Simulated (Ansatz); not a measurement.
Rows from a G0W0 calculation on InSe (layers cut from the bulk crystal) (Ansatz 0.2.0; G0W0 on PBE, plane waves, PAW; 6×6×1 mesh, 1426 empty bands, screening to 120 eV), in eV. Spin-orbit coupling is left out.

```csv
row,Σx,Σc,Vxc,Z
A,-8.13,-3.59,-12.11,0.78
B,-7.41,-3.71,-11.50,0.77
C,-9.91,-3.01,-13.24,0.77
D,-15.55,1.10,-13.58,0.74
E,-10.65,-3.29,-14.34,0.76
F,-15.28,1.12,-13.30,0.74
```

Q: Which rows are filled states and which are empty ones, and how can one tell?

Filled: D and F. Empty: A, B, C and E. The sign of Σc tells: for a filled state bare exchange, which holds its interaction with itself, lies below Vxc (Σx − Vxc is -2.0 eV or lower here) and screening gives part back as a positive Σc. For an empty state Σx lies above Vxc (+3.3 eV or more) and the Coulomb hole leaves Σc negative.

[Paths, hosts, dates, memory and timing lines, banners, echoed tables and standing remarks are left out of the program output.]

[Logs are printed without paths, hosts, clocks, repeated set-up lines and the standing remarks that a program may print on its own settings, such as how far it seeks lower states.]

[Runs of the session that timed out or met a known fault of the program may be left out.]

[Cells called generated may have been cut or substituted from an entry of the Crystallography Open Database or the Materials Project.]

[Hosts, paths, dates, database ids (printed as entryN), source tags and the programs' standing remarks are cut or masked in the printed files.]
